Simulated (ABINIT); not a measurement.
Crystal: Ni.

```
Ni
1.0
     0.00000    1.73757    1.73757
     1.73757    0.00000    1.73757
     1.73757    1.73757    0.00000
Ni
1
Direct
  0.00000 0.00000 0.00000
```

Base run:

```yaml
Program: ABINIT 10.8.3 (patched build)
Functional: WC
Potentials_or_basis: JTH PAW PBE v2.0
Cutoff: 1333 eV
k_mesh: 13 × 13 × 13
Occupations: fermi-dirac, width 0.05 eV
Spin: collinear spin, ferromagnetic start
Starting_moments: "[1.0] μB"
```

Its results: band gap on the k mesh none (metal or under the smearing width); pressure -0.7 GPa; net moment 0.63 μB per cell; site moments Ni +0.66 μB.

Problem. After a change of settings the same cell gave: band gap on the k mesh none (metal or under the smearing width); pressure -9.6 GPa; net moment 0.62 μB per cell; site moments Ni +0.65 μB. Which change was it?
A. functional from WC to revPBE
B. functional from WC to LDA
C. functional from WC to PW91
D. functional from WC to RPBE

Solution. B.

LDA binds more tightly than WC, so the same cell stands under less pressure.

Caveats: the PAW data sets were made with another functional, which shifts forces and pressure a little.

Runs at the PBE level aren't shown here.
